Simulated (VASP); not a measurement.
Set up this calculation in VASP 6.6.1, as the native input.

| Property | Result |
| --- | --- |
| Task | relaxation of cell and atoms |
| Functional | LDA |
| Potentials or basis | VASP PAW LDA potentials, release 64 (Na_pv, Cl) |
| Cutoff | 600 eV |
| k mesh | 8 × 8 × 8 |
| Occupations | gaussian, width 0.03 eV |
| Spin | no spin polarisation |
| Further INCAR settings | ALGO = Normal; EDIFF = 1e-06; IBRION = 2; EDIFFG = -0.01; NSW = 90; ISIF = 3 |

The structure of NaCl lies in POSCAR:

```
NaCl
1.0
    0.0000000000      2.8100000000      2.8100000000
    2.8100000000      0.0000000000      2.8100000000
    2.8100000000      2.8100000000      0.0000000000
Na Cl
1 1
Direct
    0.0000000000      0.0000000000      0.0000000000
    0.5000000000      0.5000000000      0.5000000000
```

These files were run (other wordings do the same):

INCAR

```
SYSTEM = NaCl
ALGO = Normal
EDIFF = 1E-6
EDIFFG = -0.01
ENCUT = 600
IBRION = 2
ISIF = 3
ISMEAR = 0
LASPH = .TRUE.
LCHARG = .FALSE.
LREAL = .FALSE.
LWAVE = .FALSE.
NELM = 80
NSW = 90
PREC = Accurate
SIGMA = 0.03
```

KPOINTS

```
k-points
0
G
  8 8 8
  0 0 0
```

Potentials or basis: VASP PAW LDA potentials, release 64 (Na_pv, Cl).

Run with:

```console
$ cat potpaw_LDA.64/Na_pv/POTCAR potpaw_LDA.64/Cl/POTCAR > POTCAR
$ mpirun -np 1 vasp_std > vasp.out
```

Results of the run:

```yaml
Relaxed_volume: 20.44 Å³/atom
Relaxed_cell: a = 3.867 Å, b = 3.867 Å, c = 3.867 Å, α = 60.00°, β = 60.00°, γ = 60.00°
Space_group_after_relaxing_to_0.05_Å: Fm-3m (No. 225)
Energy_gained_by_relaxing: 13.2 meV/atom
Ionic_steps: 5
Pressure_after_relaxing: -0.1 GPa
Band_gap_on_the_k_mesh: 5.07 eV, direct
```

Run time: 13 s on 1 thread of Intel(R) Xeon(R) 6975P-C (Granite Rapids) (shared host), peak memory 0.16 GiB.
